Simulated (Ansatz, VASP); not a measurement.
## One calculation of ZrC, two programs

```xyz
2
Lattice="0.0000 2.3067 2.3067 2.3067 0.0000 2.3067 2.3067 2.3067 0.0000" Properties=species:S:1:pos:R:3 pbc="T T T"
Zr    0.0000    0.0000    0.0000
C     2.3067    2.3067    2.3067
```

Change from the starting cell: volume scaled by 0.9405.

Alike in both runs: task single point; functional PBE; k mesh 14 × 14 × 14; occupations fermi-dirac, width 0.05 eV; no spin polarisation.

```csv
,VASP,Ansatz
version,VASP 6.6.1,Ansatz 0.2.0
potentials or method,"VASP PAW PBE potentials, release 64 (Zr_sv, C), cutoff 520 eV","all-electron LAPW, scalar-relativistic"
```

Ansatz gave:

```
pressure (GPa) : 15.5
```

Problem. Estimate VASP's values.

Solution. Pressure (GPa): 15.7.

Ansatz ran all-electron here, so the differences hold the error of VASP's frozen core and of both bases.

Caveats: so large a pressure means that the cell lies far from this level's equilibrium, or that cutoff or potentials fall short (VASP).
